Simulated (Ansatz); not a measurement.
Ag2O:

```xyz
6
Lattice="4.7180 0.0000 0.0000 0.0000 4.7180 0.0000 0.0000 0.0000 4.7180" Properties=species:S:1:pos:R:3 pbc="T T T"
Ag    3.5385    1.1795    3.5385
Ag    3.5385    3.5385    1.1795
Ag    1.1795    3.5385    3.5385
Ag    1.1795    1.1795    1.1795
O     2.3590    2.3590    2.3590
O     0.0000    0.0000    0.0000
```

```yaml
Program: Ansatz 0.2.0
Task: relaxation of cell and atoms
Functional: BLYP
Potentials_or_basis: Ansatz PAW
Cutoff: "420 eV (not typed: the program's choice for these potentials)"
k_mesh: 5 × 5 × 5
Occupations: fermi-dirac, width 0.05 eV
Spin: no spin polarisation
```

At the start: volume 17.50 Å³/atom.

Problem. Where does the relaxation end?

Solution. It ends after 7 steps and the volume is 19.66 Å³/atom (+12.3 %); space group Pn-3m (No. 224, to 0.05 Å).

Step by step:
| step | energy change (eV) | largest force (eV/Å) | volume (Å³) |
| --- | --- | --- | --- |
| 1 | 0.0000 | 0.0000 | 105.02 |
| 2 | -0.2930 | 0.0000 | 114.42 |
| 3 | -0.3028 | 0.0000 | 116.71 |
| 4 | -0.3023 | 0.0000 | 117.18 |
| 5 | -0.3411 | 0.0000 | 117.18 |
| 6 | -0.3408 | 0.0000 | 117.95 |
| 7 | -0.3423 | 0.0000 | 117.95 |

Final structure:
```xyz
6
Lattice="4.9041 0.0000 0.0000 0.0000 4.9041 0.0000 0.0000 0.0000 4.9041" Properties=species:S:1:pos:R:3 pbc="T T T"
Ag    3.6781    1.2260    3.6781
Ag    3.6781    3.6781    1.2260
Ag    1.2260    3.6781    3.6781
Ag    1.2260    1.2260    1.2260
O     2.4521    2.4521    2.4521
O     0.0000    0.0000    0.0000
```

Caveat: the plane-wave basis is chosen anew once the cell has moved, so the energies of steps on either side of that aren't comparable; the pressure holds a Pulay correction of +0.3 GPa for the finite cutoff; the PAW data sets come from PBE, with cores solved anew for the run's functional, which leaves a small shift of forces and pressure.
